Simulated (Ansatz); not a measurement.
Task: a calculation of the dielectric tensor and Born charges of MgO, space group P6_3mc, with Ansatz 0.2.0, Python API. Give the script and its output. Settings: PBEsol, PAW, the default cutoff (420 eV here), 12×12×2 k-points, fixed occupations.

```yaml
crystal:
  lattice:
    - [3.25059, 0.00000, 0.00000]
    - [-1.62530, 2.81510, 0.00000]
    - [0.00000, 0.00000, 10.38634]
  atoms:
    - { symbol: Mg, position: [0.33333, 0.66667, 0.96966] }
    - { symbol: Mg, position: [0.00000, 0.00000, 0.22100] }
    - { symbol: Mg, position: [0.00000, 0.00000, 0.72100] }
    - { symbol: Mg, position: [0.66667, 0.33333, 0.46966] }
    - { symbol: O, position: [0.33333, 0.66667, 0.77984] }
    - { symbol: O, position: [0.00000, 0.00000, 0.52949] }
    - { symbol: O, position: [0.00000, 0.00000, 0.02949] }
    - { symbol: O, position: [0.66667, 0.33333, 0.27984] }
```

`eps_mgo.py`:
```python
# -*- coding: utf-8 -*-
"""Response of MgO to an electric field."""

import warnings

import ansatz as az
import numpy as np


def main():
    warnings.simplefilter("ignore", az.DeckWarning)

    system = (
        az.Lattice.from_parameters(3.250594, 3.250594, 10.386338, alpha=90, beta=90, gamma=120)
        .space_group(186)
        .atom("Mg", (1 / 3, 2 / 3, 0.969662))
        .atom("Mg", (0.0, 0.0, 0.221002))
        .atom("O", (1 / 3, 2 / 3, 0.77984))
        .atom("O", (0.0, 0.0, 0.529493))
    )

    # an insulator: whole occupations
    calc = (
        system.calculation()
        .functional("PBEsol")
        .kpoints(12, 12, 2)
        .occupations("fixed")
        .dielectric()
    )
    result = calc.run(threads=1)
    response = result.dielectric
    eps = np.asarray(response.eps_inf)

    values = np.linalg.eigvalsh(eps)
    print("principal values of eps_inf:", np.round(values, 3))
    print("refractive indices:", np.round(np.sqrt(values), 3))
    for index, (site, z) in enumerate(zip(result.lattice.sites, response.zstar_e)):
        print("Born charge tensor of", site.symbol, index)
        print(np.round(z, 3) + 0.0)
    print(f"charge neutrality missed by {response.zstar_sum_residual_pre_e:.4f} e before the sum rule")


if __name__ == "__main__":
    main()
```

```console
$ python eps_mgo.py
principal values of eps_inf: [3.071 3.071 3.112]
refractive indices: [1.752 1.752 1.764]
Born charge tensor of Mg 0
[[1.825 0.    0.   ]
 [0.    1.825 0.   ]
 [0.    0.    1.803]]
Born charge tensor of Mg 1
[[1.825 0.    0.   ]
 [0.    1.825 0.   ]
 [0.    0.    1.803]]
Born charge tensor of Mg 2
[[1.801 0.    0.   ]
 [0.    1.801 0.   ]
 [0.    0.    1.894]]
Born charge tensor of Mg 3
[[1.801 0.    0.   ]
 [0.    1.801 0.   ]
 [0.    0.    1.894]]
Born charge tensor of O 4
[[-1.824  0.     0.   ]
 [ 0.    -1.824  0.   ]
 [ 0.     0.    -1.831]]
Born charge tensor of O 5
[[-1.824  0.     0.   ]
 [ 0.    -1.824  0.   ]
 [ 0.     0.    -1.831]]
Born charge tensor of O 6
[[-1.802  0.     0.   ]
 [ 0.    -1.802  0.   ]
 [ 0.     0.    -1.866]]
Born charge tensor of O 7
[[-1.802  0.     0.   ]
 [ 0.    -1.802  0.   ]
 [ 0.     0.    -1.866]]
charge neutrality missed by 0.0117 e before the sum rule
```

What to keep in mind:
- Under fixed occupations the level called the Fermi level is the highest filled one on the SCF mesh; off the mesh a filled band can lie a little above it.
- Averages over directions belong to no single polarisation, least of all in layered crystals.
- This cell is a computed structure, which may not be the phase found in nature.
- This is the electronic (clamped-ion) response; a semilocal gap that is too small tends to raise it. The typed mesh is that of the SCF; the response is solved on denser meshes that the run picks.
- Run time: 4.2 min on 1 thread of Intel(R) Xeon(R) Processor @ 2.30GHz (shared host), peak memory 1.5 GiB.
